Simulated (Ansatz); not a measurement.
**Band table of Ba (begun as hP4 type, now dhcp)**

```
CELL_PARAMETERS angstrom
4.48099 0.00000 0.00000
-2.24049 3.88065 0.00000
0.00000 0.00000 14.69666
ATOMIC_POSITIONS crystal
Ba 0.00000 0.00000 0.00000
Ba 0.00000 0.00000 0.50000
Ba 0.33333 0.66667 0.25000
Ba 0.66667 0.33333 0.75000
```

The cell comes from a relaxation on PAW files under the same functional, begun from a prototype that needn't be the stable phase.

All numbers are PBE results (scalar-relativistic) from Ansatz 0.2.0, with a Γ-centred 6×6×4 k mesh, Fermi–Dirac smearing of 0.05 eV, no spin polarisation. Methods: LAPW: all electrons, basis error target 1 meV/atom.

Spin–orbit coupling is left out, which matters for the heavy atoms.

Path points, in fractions of the reciprocal vectors: Γ (0.000, 0.000, 0.000), M (0.500, 0.000, 0.000), K (0.333, 0.333, 0.000), A (0.000, 0.000, 0.500), L (0.500, 0.000, 0.500), H (0.333, 0.333, 0.500). Levels in eV from the Fermi level; bands 25 to 46, counted from the lowest band of the run. The gap is zero, the pressure 0.00 GPa.

```
# k(1/Å) point b25 b26 b27 b28 b29 b30 b31 b32 b33 b34 b35 b36 b37 b38 b39 b40 b41 b42 b43 b44 b45 b46
0.000 Γ -14.35 -14.14 -14.14 -13.97 -13.97 -13.94 -13.94 -13.94 -13.94 -13.91 -13.91 -13.91 -2.81 -1.88 -1.88 -1.00 0.90 0.94 0.95 1.61 1.61 1.67
0.116 - -14.34 -14.14 -14.14 -13.98 -13.97 -13.95 -13.95 -13.94 -13.94 -13.93 -13.91 -13.91 -2.73 -1.81 -1.81 -0.92 0.85 0.86 0.92 1.47 1.56 1.60
0.231 - -14.32 -14.15 -14.15 -14.03 -13.99 -13.99 -13.98 -13.97 -13.95 -13.95 -13.92 -13.92 -2.51 -1.61 -1.61 -0.69 0.65 0.72 0.86 1.17 1.33 1.34
0.347 - -14.29 -14.18 -14.17 -14.09 -14.06 -14.02 -14.01 -14.01 -13.97 -13.97 -13.93 -13.93 -2.15 -1.33 -1.33 -0.38 0.38 0.56 0.76 0.85 1.09 1.12
0.463 - -14.26 -14.23 -14.21 -14.16 -14.14 -14.04 -14.03 -14.03 -13.99 -13.99 -13.95 -13.95 -1.72 -1.07 -1.06 -0.17 0.17 0.42 0.57 0.64 1.03 1.10
0.578 - -14.29 -14.29 -14.22 -14.20 -14.19 -14.05 -14.05 -14.03 -14.00 -14.00 -13.97 -13.96 -1.30 -0.91 -0.87 -0.20 0.07 0.25 0.37 0.68 1.11 1.20
0.694 - -14.33 -14.32 -14.26 -14.25 -14.15 -14.07 -14.06 -14.03 -14.02 -14.01 -13.98 -13.97 -1.02 -0.87 -0.69 -0.32 0.07 0.11 0.24 0.76 0.96 1.36
0.810 M -14.35 -14.34 -14.28 -14.27 -14.12 -14.09 -14.07 -14.02 -14.02 -14.02 -13.98 -13.97 -0.96 -0.87 -0.53 -0.44 0.07 0.08 0.21 0.78 0.89 1.41
0.876 - -14.34 -14.33 -14.28 -14.26 -14.12 -14.09 -14.07 -14.04 -14.02 -14.01 -13.98 -13.97 -0.93 -0.85 -0.50 -0.41 0.07 0.10 0.21 0.77 0.86 1.35
0.943 - -14.34 -14.33 -14.27 -14.26 -14.12 -14.10 -14.08 -14.06 -14.02 -14.00 -13.99 -13.99 -0.85 -0.78 -0.42 -0.33 0.09 0.15 0.20 0.74 0.80 1.20
1.010 - -14.32 -14.31 -14.26 -14.25 -14.12 -14.11 -14.10 -14.08 -14.03 -14.01 -14.00 -13.99 -0.73 -0.67 -0.30 -0.21 0.11 0.19 0.25 0.69 0.70 1.01
1.077 - -14.31 -14.30 -14.24 -14.24 -14.14 -14.13 -14.11 -14.10 -14.04 -14.03 -14.00 -13.99 -0.56 -0.52 -0.15 -0.07 0.13 0.17 0.35 0.59 0.64 0.82
1.143 - -14.29 -14.28 -14.23 -14.23 -14.17 -14.15 -14.13 -14.09 -14.08 -14.03 -14.01 -13.99 -0.36 -0.36 -0.01 0.05 0.13 0.14 0.33 0.50 0.61 0.74
1.210 - -14.27 -14.25 -14.23 -14.22 -14.20 -14.17 -14.14 -14.11 -14.08 -14.03 -14.02 -13.99 -0.17 -0.15 0.07 0.08 0.11 0.15 0.20 0.32 0.75 0.75
1.277 K -14.26 -14.23 -14.23 -14.22 -14.22 -14.18 -14.13 -14.13 -14.08 -14.03 -14.03 -13.99 0.01 0.01 0.06 0.07 0.07 0.07 0.19 0.19 0.76 0.88
1.410 - -14.28 -14.26 -14.24 -14.20 -14.18 -14.18 -14.11 -14.09 -14.09 -14.03 -14.01 -13.99 -0.26 -0.24 -0.23 -0.08 0.15 0.19 0.47 0.53 0.69 0.70
1.544 - -14.27 -14.27 -14.23 -14.20 -14.18 -14.12 -14.08 -14.06 -14.04 -14.03 -14.00 -13.98 -0.79 -0.52 -0.51 -0.07 0.20 0.23 0.56 0.65 0.79 0.90
1.678 - -14.24 -14.24 -14.22 -14.18 -14.17 -14.08 -14.03 -14.03 -14.02 -14.01 -13.99 -13.96 -1.39 -0.82 -0.81 0.05 0.17 0.35 0.51 0.73 0.76 0.81
1.811 - -14.27 -14.19 -14.19 -14.11 -14.09 -14.04 -14.02 -13.99 -13.99 -13.98 -13.96 -13.94 -1.95 -1.17 -1.17 -0.18 0.28 0.50 0.69 0.78 0.92 0.94
1.945 - -14.31 -14.15 -14.15 -14.05 -14.01 -14.01 -13.99 -13.98 -13.96 -13.95 -13.93 -13.92 -2.41 -1.53 -1.52 -0.59 0.57 0.67 0.83 1.06 1.24 1.24
2.078 - -14.34 -14.14 -14.14 -13.99 -13.98 -13.96 -13.95 -13.95 -13.94 -13.93 -13.92 -13.91 -2.71 -1.78 -1.78 -0.89 0.83 0.84 0.91 1.43 1.53 1.56
2.212 Γ -14.35 -14.14 -14.14 -13.97 -13.97 -13.94 -13.94 -13.94 -13.94 -13.91 -13.91 -13.91 -2.81 -1.88 -1.88 -1.00 0.90 0.94 0.95 1.61 1.61 1.67
2.242 - -14.35 -14.16 -14.11 -13.97 -13.97 -13.94 -13.94 -13.94 -13.94 -13.91 -13.91 -13.91 -2.81 -1.99 -1.77 -1.00 0.87 0.94 0.98 1.61 1.61 1.67
2.273 - -14.34 -14.19 -14.09 -13.97 -13.97 -13.94 -13.94 -13.93 -13.93 -13.92 -13.91 -13.91 -2.79 -2.09 -1.66 -1.01 0.83 0.93 1.04 1.61 1.61 1.65
2.303 - -14.34 -14.21 -14.06 -13.97 -13.97 -13.95 -13.95 -13.93 -13.93 -13.93 -13.91 -13.91 -2.76 -2.20 -1.56 -1.03 0.81 0.90 1.10 1.62 1.62 1.62
2.334 - -14.33 -14.23 -14.04 -13.96 -13.96 -13.95 -13.95 -13.94 -13.93 -13.93 -13.91 -13.91 -2.73 -2.29 -1.46 -1.06 0.79 0.88 1.17 1.57 1.64 1.64
2.364 - -14.32 -14.25 -14.02 -13.96 -13.96 -13.95 -13.95 -13.95 -13.92 -13.92 -13.91 -13.91 -2.68 -2.39 -1.37 -1.10 0.78 0.85 1.25 1.52 1.65 1.65
2.395 - -14.30 -14.27 -14.00 -13.96 -13.96 -13.96 -13.96 -13.96 -13.92 -13.92 -13.92 -13.92 -2.62 -2.47 -1.28 -1.15 0.78 0.82 1.32 1.46 1.67 1.67
2.426 A -14.29 -14.29 -13.98 -13.98 -13.96 -13.96 -13.96 -13.96 -13.92 -13.92 -13.92 -13.92 -2.55 -2.55 -1.21 -1.21 0.80 0.80 1.39 1.39 1.68 1.68
2.541 - -14.28 -14.28 -13.99 -13.99 -13.97 -13.97 -13.96 -13.96 -13.93 -13.93 -13.92 -13.92 -2.47 -2.47 -1.13 -1.13 0.73 0.73 1.32 1.32 1.63 1.63
2.657 - -14.27 -14.27 -14.03 -14.03 -14.01 -14.01 -13.98 -13.98 -13.95 -13.95 -13.93 -13.93 -2.26 -2.26 -0.92 -0.92 0.56 0.56 1.11 1.11 1.45 1.45
2.772 - -14.26 -14.26 -14.10 -14.10 -14.06 -14.06 -14.00 -14.00 -13.96 -13.96 -13.94 -13.94 -1.93 -1.93 -0.64 -0.64 0.36 0.36 0.87 0.87 1.22 1.22
2.888 - -14.25 -14.25 -14.18 -14.18 -14.10 -14.10 -14.02 -14.02 -13.97 -13.97 -13.96 -13.96 -1.55 -1.55 -0.46 -0.46 0.20 0.20 0.71 0.71 1.12 1.12
3.004 - -14.28 -14.28 -14.24 -14.24 -14.11 -14.11 -14.04 -14.04 -13.99 -13.99 -13.97 -13.97 -1.19 -1.19 -0.48 -0.48 0.08 0.08 0.65 0.65 1.25 1.25
3.119 - -14.31 -14.31 -14.28 -14.28 -14.10 -14.10 -14.05 -14.05 -14.00 -14.00 -13.98 -13.98 -0.92 -0.92 -0.58 -0.58 -0.02 -0.02 0.65 0.65 1.29 1.29
3.235 L -14.33 -14.33 -14.30 -14.30 -14.09 -14.09 -14.05 -14.05 -14.01 -14.01 -13.98 -13.98 -0.80 -0.80 -0.65 -0.65 -0.05 -0.05 0.68 0.68 1.27 1.27
3.302 - -14.32 -14.32 -14.29 -14.29 -14.09 -14.09 -14.05 -14.05 -14.01 -14.01 -13.98 -13.98 -0.77 -0.77 -0.63 -0.63 -0.04 -0.04 0.67 0.67 1.24 1.24
3.369 - -14.32 -14.32 -14.29 -14.29 -14.10 -14.10 -14.06 -14.06 -14.03 -14.03 -13.99 -13.99 -0.69 -0.69 -0.56 -0.56 0.00 0.00 0.64 0.64 1.17 1.17
3.435 - -14.31 -14.31 -14.28 -14.28 -14.11 -14.11 -14.06 -14.06 -14.05 -14.05 -13.99 -13.99 -0.57 -0.57 -0.46 -0.46 0.07 0.07 0.58 0.58 1.08 1.08
3.502 - -14.29 -14.29 -14.26 -14.26 -14.13 -14.13 -14.08 -14.08 -14.05 -14.05 -14.00 -14.00 -0.41 -0.41 -0.34 -0.34 0.15 0.15 0.48 0.48 1.01 1.01
3.569 - -14.27 -14.27 -14.24 -14.24 -14.16 -14.16 -14.11 -14.11 -14.04 -14.04 -14.00 -14.00 -0.24 -0.24 -0.21 -0.21 0.21 0.21 0.36 0.36 0.96 0.96
3.636 - -14.26 -14.26 -14.23 -14.23 -14.17 -14.17 -14.14 -14.14 -14.03 -14.03 -14.01 -14.01 -0.10 -0.10 -0.06 -0.06 0.22 0.22 0.23 0.23 0.92 0.92
3.702 H -14.25 -14.25 -14.23 -14.23 -14.18 -14.18 -14.16 -14.16 -14.02 -14.02 -14.02 -14.02 -0.05 -0.05 0.06 0.06 0.13 0.13 0.19 0.19 0.91 0.91
3.836 - -14.26 -14.26 -14.24 -14.24 -14.16 -14.16 -14.12 -14.12 -14.05 -14.05 -14.00 -14.00 -0.27 -0.27 -0.15 -0.15 0.26 0.26 0.31 0.31 0.94 0.94
3.970 - -14.26 -14.26 -14.25 -14.25 -14.12 -14.12 -14.07 -14.07 -14.05 -14.05 -13.98 -13.98 -0.73 -0.73 -0.22 -0.22 0.34 0.34 0.38 0.38 0.93 0.93
4.103 - -14.25 -14.25 -14.20 -14.20 -14.11 -14.11 -14.04 -14.04 -14.01 -14.01 -13.96 -13.96 -1.24 -1.24 -0.26 -0.26 0.30 0.30 0.50 0.50 0.92 0.92
4.237 - -14.25 -14.25 -14.13 -14.13 -14.09 -14.09 -14.01 -14.01 -13.98 -13.98 -13.95 -13.95 -1.74 -1.74 -0.48 -0.48 0.31 0.31 0.73 0.73 1.08 1.08
4.370 - -14.27 -14.27 -14.05 -14.05 -14.03 -14.03 -13.98 -13.98 -13.95 -13.95 -13.94 -13.94 -2.16 -2.16 -0.83 -0.83 0.51 0.51 1.02 1.02 1.36 1.36
4.504 - -14.28 -14.28 -13.99 -13.99 -13.98 -13.98 -13.96 -13.96 -13.93 -13.93 -13.92 -13.92 -2.45 -2.45 -1.11 -1.11 0.71 0.71 1.29 1.29 1.61 1.61
4.637 A -14.29 -14.29 -13.98 -13.98 -13.96 -13.96 -13.96 -13.96 -13.92 -13.92 -13.92 -13.92 -2.55 -2.55 -1.21 -1.21 0.80 0.80 1.39 1.39 1.68 1.68
```
